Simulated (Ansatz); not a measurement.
Method: Ansatz 0.2.0, DFT PBE, scalar-relativistic, plane waves, PAW. Several structures of GaP2 were relaxed, and the powder pattern of one of them was computed from 10° to 70° in 2θ (λ = 1.5406 Å; lines under 1 % are left out).

Cu Kα1 powder pattern (kinematic, no thermal factors).
```tsv
2θ (°)	relative intensity
25.60	37
29.64	100
33.23	21
36.51	21
42.41	55
45.12	1
50.20	80
52.59	17
54.92	11
57.18	14
63.65	2
65.72	1
67.76	19
69.77	13
```

Question: Which structure gives it?
A.

```
Ga P
1.0
     4.96015    0.00000    0.00000
     0.00000    6.12563    0.00000
     0.00000    0.00000    3.64092
Ga P
2 4
Direct
  0.50000 0.00000 0.50000
  0.00000 0.50000 0.00000
  0.16578 0.10692 0.00000
  0.83422 0.89308 0.00000
  0.66578 0.39308 0.50000
  0.33422 0.60692 0.50000
```

B.

```
Ga P
1.0
     6.02310    0.00000    0.00000
     0.00000    6.02310    0.00000
     0.00000    0.00000    6.02310
Ga P
4 8
Direct
  0.00000 0.00000 0.00000
  0.50000 0.00000 0.50000
  0.00000 0.50000 0.50000
  0.50000 0.50000 0.00000
  0.10120 0.60120 0.89880
  0.89880 0.39880 0.10120
  0.89880 0.10120 0.60120
  0.10120 0.89880 0.39880
  0.60120 0.89880 0.10120
  0.39880 0.10120 0.89880
  0.60120 0.60120 0.60120
  0.39880 0.39880 0.39880
```

C.

```
Ga P
1.0
     5.48516    0.00000    0.00000
     0.00000    5.48516    0.00000
     0.00000    0.00000    4.57881
Ga P
2 4
Direct
  0.00000 0.00000 0.00000
  0.50000 0.50000 0.50000
  0.36356 0.36356 0.00000
  0.13644 0.86356 0.50000
  0.63644 0.63644 0.00000
  0.86356 0.13644 0.50000
```

D.

```
Ga P
1.0
    -3.68908    3.68908    2.30947
     3.68908   -3.68908    2.30947
     3.68908    3.68908   -2.30947
Ga P
2 4
Direct
  0.75000 0.25000 0.50000
  0.00000 0.00000 0.00000
  0.37500 0.55912 0.68412
  0.30912 0.12500 0.68412
  0.87500 0.69088 0.31588
  0.44088 0.62500 0.31588
```

Answer: B. Its strongest line, at 2θ = 29.64°, has d = λ/(2 sin θ) = 3.012 Å and is the (2 0 0) reflection of the conventional Pa-3 cell with a = 6.023 Å. The others have their strongest lines at 30.4° (A); 22.9° (C); 33.3° (D).

The cells needn't be stable.
